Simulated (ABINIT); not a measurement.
# TePt (R-3m) in ABINIT: single point with PBEsol

Aim: the single point of TePt with PBEsol.

Everything below comes from runs of ABINIT 10.8.3 (patched build). Logs are shortened: lines on timing, memory, paths and dates and some standing lists are left out, and cuts for length are marked. The log counts tension as positive stress, the text compression.

## 1. The structure

The structure is trigonal, space group R-3m (No. 166). The conventional cell has a = 3.963 Å, b = 3.963 Å, c = 19.983 Å, α = 90.00°, β = 90.00°, γ = 120.00°. Pt (site symmetry 3m) has 3 Te at 2.59 Å and 3 Pt at 2.72 Å as nearest neighbours. Te (site symmetry 3m) is surrounded by 3 Pt at 2.59 Å.

## 2. Single point, PBEsol

File run.abi:

```
# Pseudopotentials
pp_dirpath "./"
pseudos "Pt.upf, Te.upf"

# Structure
acell 7.0430703122 7.0430703122 7.0430703122 Angstrom
rprim
     0.2813497578     0.1624373584     0.9457570610
    -0.2813497578     0.1624373584     0.9457570610
     0.0000000000    -0.3248747168     0.9457570610
ntypat 2
znucl 78 52
natom 4
typat 1 1 2 2
xcart
     0.0000000000     0.0000000000     2.5911420239
     0.0000000000     0.0000000000    17.3919584125
     0.0000000000     0.0000000000     8.0332063754
     0.0000000000     0.0000000000    11.9498940610 Angstrom

# Plane-wave basis
ecut 38.0

# k points
kptopt 1
ngkpt 6 6 6
nshiftk 1
shiftk 0.0 0.0 0.0

# Exchange and correlation
ixc -116133

# Bands and occupations
nband 41
occopt 3
tsmear 0.05 eV

# SCF cycle
nstep 100
tolvrs 1.0e-10

# Output
iomode 3
prtwf 0
prtden 0
prteig 0
prtebands 0
enunit 2
```

Potentials or basis: PseudoDojo NC SR PBEsol v0.4.1 standard.

On the command line:

```sh
> mpirun --bind-to none -np 4 abinit run.abi > log 2>&1
```

run.abo:

```text
.Version 10.8.3 of ABINIT
 Symmetries : space group R-3 m (#166); Bravais hR (rhombohedral)
================================================================================
 Values of the parameters that define the memory need of the present run
     intxc =       0    ionmov =       0      iscf =       7    lmnmax =       8
     lnmax =       8     mgfft =      75  mpssoang =       4    mqgrid =    3001
     natom =       4  nloc_mem =       1    nspden =       1   nspinor =       1
    nsppol =       1      nsym =      12    n1xccc =    2501    ntypat =       2
    occopt =       3   xclevel =       2
       mpw =        6861          nfft =      421875          nkpt =          32
================================================================================
================================================================================

--------------------------------------------------------------------------------
------------- Echo of variables that govern the present computation ------------
--------------------------------------------------------------------------------
 -outvars: echo values of preprocessed input variables --------
            acell      1.3309473976E+01  1.3309473976E+01  1.3309473976E+01 Bohr
              amu      1.95080000E+02  1.27600000E+02
             ecut      3.80000000E+01 Hartree
           enunit           2
              ixc     -116133
         kptrlatt        6    0    0      0    6    0      0    0    6
          kptrlen      4.49354074E+01
            natom           4
            nband          41
            ngfft          75      75      75
             nkpt          32
            nstep         100
             nsym          12
           ntypat           2
           occopt           3
           prtden           0
        prtebands           0
           prteig           0
            prtwf           0
            rprim      2.8134975780E-01  1.6243735840E-01  9.4575706100E-01
                      -2.8134975780E-01  1.6243735840E-01  9.4575706100E-01
                       0.0000000000E+00 -3.2487471680E-01  9.4575706100E-01
          spgroup         166
           tolvrs      1.00000000E-10
           tsmear      1.83746611E-03 Hartree
            typat      1  1  2  2
           xangst      9.5990897107E-18 -8.3758253011E-18  2.5911420239E+00
                       1.0817810771E-17  4.1323857059E-17  1.7391958412E+01
                       2.8075096148E-17  1.6447849808E-17  8.0332063754E+00
                      -6.3290178874E-17  1.0069869867E-16  1.1949894061E+01
            xcart      1.8139650611E-17 -1.5828015898E-17  4.8965487785E+00
                       2.0442699640E-17  7.8090772308E-17  3.2866038193E+01
                       5.3054242677E-17  3.1081931497E-17  1.5180559962E+01
                      -1.1960110453E-16  1.9029296171E-16  2.2582027009E+01
             xred      1.2966666670E-01  1.2966666670E-01  1.2966666670E-01
                       8.7033333329E-01  8.7033333329E-01  8.7033333329E-01
                       4.0199999999E-01  4.0199999999E-01  4.0199999999E-01
                       5.9799999999E-01  5.9799999999E-01  5.9799999999E-01
            znucl       78.00000   52.00000

================================================================================

 chkinp: Checking input parameters for consistency.

================================================================================
== DATASET  1 ==================================================================

--- !DatasetInfo
iteration_state: {dtset: 1, }
dimensions: {natom: 4, nkpt: 32, mband: 41, nsppol: 1, nspinor: 1, nspden: 1, mpw: 6861, }
cutoff_energies: {ecut:  38.0, pawecutdg:  -1.0, }
electrons: {nelect:   6.80000000E+01, charge:   0.00000000E+00, occopt:   3.00000000E+00, tsmear:   1.83746611E-03, }
meta: {optdriver: 0, ionmov: 0, optcell: 0, iscf: 7, paral_kgb: 0, }
...

 Real(R)+Recip(G) space primitive vectors, cartesian coordinates (Bohr,Bohr^-1):
 R(1)=  3.7446173  2.1619558 12.5875290  G(1)=  0.1335250  0.0770907  0.0264812
 R(2)= -3.7446173  2.1619558 12.5875290  G(2)= -0.1335250  0.0770907  0.0264812
 R(3)=  0.0000000 -4.3239116 12.5875290  G(3)=  0.0000000 -0.1541814  0.0264812
 Unit cell volume ucvol=  6.1142893E+02 bohr^3
 Angles (23,13,12)=  3.26815580E+01  3.26815580E+01  3.26815580E+01 degrees

 getcut: wavevector=  0.0000  0.0000  0.0000  ngfft=  75  75  75
         ecut(hartree)=     38.000   => boxcut(ratio)=   2.00368

--- Pseudopotential description ------------------------------------------------
- pspini: atom type   1  psp file is ./Pt.upf
12 -116133 3 -1 1358                          pspcod,pspxc,lmax,lloc,mmax
     nproj     2     2     2     2

- pspini: atom type   2  psp file is ./Te.upf
12 -116133 2 -1 1294                          pspcod,pspxc,lmax,lloc,mmax
     nproj     2     2     2     0

   8.61786128E+03                                ecore*ucvol(ha*bohr**3)
--------------------------------------------------------------------------------

================================================================================

--- !BeginCycle
iteration_state: {dtset: 1, }
solver: {iscf: 7, nstep: 100, nline: 4, wfoptalg: 0, }
tolerances: {tolvrs: 1.00E-10, }
...

     iter   Etot(hartree)      deltaE(h)  residm     vres2
 ETOT  1  -470.04186034267    -4.700E+02 1.880E-01 2.800E+03
 ETOT  2  -470.09991422431    -5.805E-02 3.477E-02 1.587E+04
 ETOT  3  -470.49838719944    -3.985E-01 1.353E-02 8.976E+02
 ETOT  4  -470.51730717639    -1.892E-02 3.081E-03 2.352E+01
 ETOT  5  -470.51781794128    -5.108E-04 1.608E-03 5.990E-01
 ETOT  6  -470.51782520587    -7.265E-06 8.334E-04 2.059E-03
 ETOT  7  -470.51782529877    -9.290E-08 2.111E-04 1.969E-04
 ETOT  8  -470.51782529323     5.548E-09 1.878E-04 5.117E-04
 ETOT  9  -470.51782530353    -1.030E-08 1.021E-04 6.700E-06
 ETOT 10  -470.51782530361    -8.140E-11 1.975E-04 2.343E-07
 ETOT 11  -470.51782530364    -3.047E-11 1.565E-04 2.615E-09
 ETOT 12  -470.51782530363     1.160E-11 2.884E-04 1.297E-10
 ETOT 13  -470.51782530363    -2.331E-12 2.098E-04 1.479E-11

 At SCF step   13       vres2   =  1.48E-11 < tolvrs=  1.00E-10 =>converged.

 Cartesian components of stress tensor (hartree/bohr^3)
  sigma(1 1)= -5.09588932E-06  sigma(3 2)=  0.00000000E+00
  sigma(2 2)= -5.09588868E-06  sigma(3 1)=  0.00000000E+00
  sigma(3 3)=  1.69056685E-05  sigma(2 1)=  0.00000000E+00

--- !ResultsGS
iteration_state: {dtset: 1, }
comment   : Summary of ground state results
lattice_vectors:
- [  3.7446173,   2.1619558,  12.5875290, ]
- [ -3.7446173,   2.1619558,  12.5875290, ]
- [  0.0000000,  -4.3239116,  12.5875290, ]
lattice_lengths: [  13.30947,   13.30947,   13.30947, ]
lattice_angles: [ 32.682,  32.682,  32.682, ] # degrees, (23, 13, 12)
lattice_volume:   6.1142893E+02
convergence: {deltae: -2.331E-12, res2:  1.479E-11, residm:  2.098E-04, diffor: null, }
etotal    :  -4.70517825E+02
entropy   :   0.00000000E+00
fermie    :   3.32779931E-01
cartesian_stress_tensor: # hartree/bohr^3
- [ -5.09588932E-06,   0.00000000E+00,   0.00000000E+00, ]
- [  0.00000000E+00,  -5.09588868E-06,   0.00000000E+00, ]
- [  0.00000000E+00,   0.00000000E+00,   1.69056685E-05, ]
pressure_GPa:  -6.5843E-02
xred      :
- [  1.2967E-01,   1.2967E-01,   1.2967E-01, Pt]
- [  8.7033E-01,   8.7033E-01,   8.7033E-01, Pt]
- [  4.0200E-01,   4.0200E-01,   4.0200E-01, Te]
- [  5.9800E-01,   5.9800E-01,   5.9800E-01, Te]
cartesian_forces: # hartree/bohr
- [ -3.65721844E-18,  -2.09963621E-18,   6.26505954E-03, ]
- [  2.78985670E-18,   2.96699795E-18,  -6.26505954E-03, ]
- [ -1.30193506E-18,   6.05742715E-19,  -2.08326993E-03, ]
- [  2.16929680E-18,  -1.47310445E-18,   2.08326993E-03, ]
force_length_stats: {min:   2.08326993E-03, max:   6.26505954E-03, mean:   4.17416474E-03, }
...

 Integrated electronic density in atomic spheres:
 ------------------------------------------------
 Atom  Sphere_radius  Integrated_density
    1        2.00000         14.51798876
    2        2.00000         14.51798876
    3        2.00000         11.92117871
    4        2.00000         11.92117871
================================================================================

 ----iterations are completed or convergence reached----

 Mean square residual over all n,k,spin=   18.856E-08; max=  20.976E-05
 reduced coordinates (array xred) for    4 atoms
       0.129666666697      0.129666666697      0.129666666697
       0.870333333290      0.870333333290      0.870333333290
       0.401999999993      0.401999999993      0.401999999993
       0.597999999994      0.597999999994      0.597999999994
 rms dE/dt=  5.8766E-02; max dE/dt=  7.8862E-02; dE/dt below (all hartree)
    1      -0.078861618642     -0.078861618642     -0.078861618642
    2       0.078861618642      0.078861618642      0.078861618642
    3       0.026223220591      0.026223220591      0.026223220591
    4      -0.026223220591     -0.026223220591     -0.026223220591

 cartesian coordinates (angstrom) at end:
    1      0.00000000000000    -0.00000000000000     2.59114202390000
    2      0.00000000000000     0.00000000000000    17.39195841250000
    3      0.00000000000000     0.00000000000000     8.03320637540000
    4     -0.00000000000000     0.00000000000000    11.94989406100000

 cartesian forces (hartree/bohr) at end:
    1     -0.00000000000000    -0.00000000000000     0.00626505954429
    2      0.00000000000000     0.00000000000000    -0.00626505954429
    3     -0.00000000000000     0.00000000000000    -0.00208326992614
    4      0.00000000000000    -0.00000000000000     0.00208326992614
 frms,max,avg= 2.6953968E-03 6.2650595E-03   0.000E+00  0.000E+00  0.000E+00 h/b

 cartesian forces (eV/Angstrom) at end:
    1     -0.00000000000000    -0.00000000000000     0.32216231484826
    2      0.00000000000000     0.00000000000000    -0.32216231484826
    3     -0.00000000000000     0.00000000000000    -0.10712604678597
    4      0.00000000000000    -0.00000000000000     0.10712604678597
 frms,max,avg= 1.3860288E-01 3.2216231E-01   0.000E+00  0.000E+00  0.000E+00 e/A
 length scales= 13.309473975570 13.309473975570 13.309473975570 bohr
              =  7.043070312200  7.043070312200  7.043070312200 angstroms
 Fermi (or HOMO) energy (hartree) =   0.33278   Average Vxc (hartree)=  -0.43688
 Eigenvalues (hartree) for nkpt=  32  k points:
 kpt#   1, nband= 41, wtk=  0.00463, kpt=  0.0000  0.0000  0.0000 (reduced coord)
  -3.28996   -3.28918   -1.60796   -1.60796   -1.60322   -1.60322   -1.60174   -1.59801
  -1.03814   -1.03814   -1.03798   -1.03798   -1.03724   -1.03724   -1.03717   -1.03717
  -1.03699   -1.03693   -0.15871   -0.10177    0.08168    0.13031    0.13031    0.15557
   0.15557    0.17194    0.22077    0.22077    0.26050    0.26050    0.26888    0.35783
   0.35783    0.36436    0.37807    0.43797    0.43797    0.50047    0.55612    0.56722
   0.56722
      occupation numbers for kpt#   1
   2.00000    2.00000    2.00000    2.00000    2.00000    2.00000    2.00000    2.00000
   2.00000    2.00000    2.00000    2.00000    2.00000    2.00000    2.00000    2.00000
   2.00000    2.00000    2.00000    2.00000    2.00000    2.00000    2.00000    2.00000
   2.00000    2.00000    2.00000    2.00000    2.00000    2.00000    2.00000    0.00000
   0.00000    0.00000    0.00000    0.00000    0.00000    0.00000    0.00000    0.00000
   0.00000
 prteigrs : prtvol=0 or 1, do not print more k-points.

 Fermi (or HOMO) energy (eV) =   9.05540   Average Vxc (eV)= -11.88804
 Eigenvalues (   eV  ) for nkpt=  32  k points:
 kpt#   1, nband= 41, wtk=  0.00463, kpt=  0.0000  0.0000  0.0000 (reduced coord)
 -89.52440  -89.50323  -43.75492  -43.75492  -43.62583  -43.62583  -43.58552  -43.48402
 -28.24915  -28.24915  -28.24489  -28.24489  -28.22479  -28.22479  -28.22281  -28.22281
 -28.21806  -28.21618   -4.31868   -2.76923    2.22270    3.54590    3.54590    4.23321
   4.23321    4.67877    6.00738    6.00738    7.08854    7.08854    7.31656    9.73713
   9.73713    9.91474   10.28783   11.91788   11.91788   13.61860   15.13283   15.43483
  15.43483
 prteigrs : prtvol=0 or 1, do not print more k-points.

--- !EnergyTerms
iteration_state     : {dtset: 1, }
comment             : Components of total free energy in Hartree
kinetic             :  1.88647563335291E+02
hartree             :  1.16999474914646E+02
xc                  : -9.61247918312686E+01
Ewald energy        : -2.87854159411377E+02
psp_core            :  1.40946247627737E+01
local_psp           : -3.62707426654451E+02
non_local_psp       : -4.35723024834015E+01
internal            : -4.70517017367787E+02
'-kT*entropy'       : -8.07935843530435E-04
total_energy        : -4.70517825303631E+02
total_energy_eV     : -1.28034422799561E+04
band_energy         : -4.78140086570969E+01
...

 Cartesian components of stress tensor (hartree/bohr^3)
  sigma(1 1)= -5.09588932E-06  sigma(3 2)=  0.00000000E+00
  sigma(2 2)= -5.09588868E-06  sigma(3 1)=  0.00000000E+00
  sigma(3 3)=  1.69056685E-05  sigma(2 1)=  0.00000000E+00

-Cartesian components of stress tensor (GPa)         [Pressure= -6.5843E-02 GPa]
- sigma(1 1)= -1.49926240E-01  sigma(3 2)=  0.00000000E+00
- sigma(2 2)= -1.49926221E-01  sigma(3 1)=  0.00000000E+00
- sigma(3 3)=  4.97381941E-01  sigma(2 1)=  0.00000000E+00

== END DATASET(S) ==============================================================
================================================================================

 -outvars: echo values of variables after computation  --------
            acell      1.3309473976E+01  1.3309473976E+01  1.3309473976E+01 Bohr
           etotal     -4.7051782530E+02
            fcart     -3.6572184360E-18 -2.0996362094E-18  6.2650595443E-03
                       2.7898566980E-18  2.9669979474E-18 -6.2650595443E-03
                      -1.3019350583E-18  6.0574271517E-19 -2.0832699261E-03
                       2.1692967963E-18 -1.4731044532E-18  2.0832699261E-03
            rprim      2.8134975780E-01  1.6243735840E-01  9.4575706100E-01
                      -2.8134975780E-01  1.6243735840E-01  9.4575706100E-01
                       0.0000000000E+00 -3.2487471680E-01  9.4575706100E-01
           strten     -5.0958893211E-06 -5.0958886781E-06  1.6905668546E-05
                       0.0000000000E+00  0.0000000000E+00  0.0000000000E+00
           xangst      9.5990897107E-18 -8.3758253011E-18  2.5911420239E+00
                       1.0817810771E-17  4.1323857059E-17  1.7391958412E+01
                       2.8075096148E-17  1.6447849808E-17  8.0332063754E+00
                      -6.3290178874E-17  1.0069869867E-16  1.1949894061E+01
             xred      1.2966666670E-01  1.2966666670E-01  1.2966666670E-01
                       8.7033333329E-01  8.7033333329E-01  8.7033333329E-01
                       4.0199999999E-01  4.0199999999E-01  4.0199999999E-01
                       5.9799999999E-01  5.9799999999E-01  5.9799999999E-01
 Calculation completed.
```

It took 4.4 min on 4 MPI ranks of Arm Neoverse V1, shared host; peak memory 0.88 GiB.

What came out:

```
Free energy                                           : -12803.4423 eV
Pressure                                              : -0.1 GPa
Largest force                                         : 0.322 eV/Å
Band gap on the k mesh                                : none (metal or under the smearing width)
Valence electrons inside the program's atomic spheres : Pt 14.52; Te 11.92
```

Forces in eV/Å, atoms in the order of the input:
```
Pt   0.000  0.000  0.322
Pt   0.000  0.000 -0.322
Te   0.000  0.000 -0.107
Te   0.000  0.000  0.107
```

The run has no spin-orbit coupling, so splittings on Pt, Te are missing.
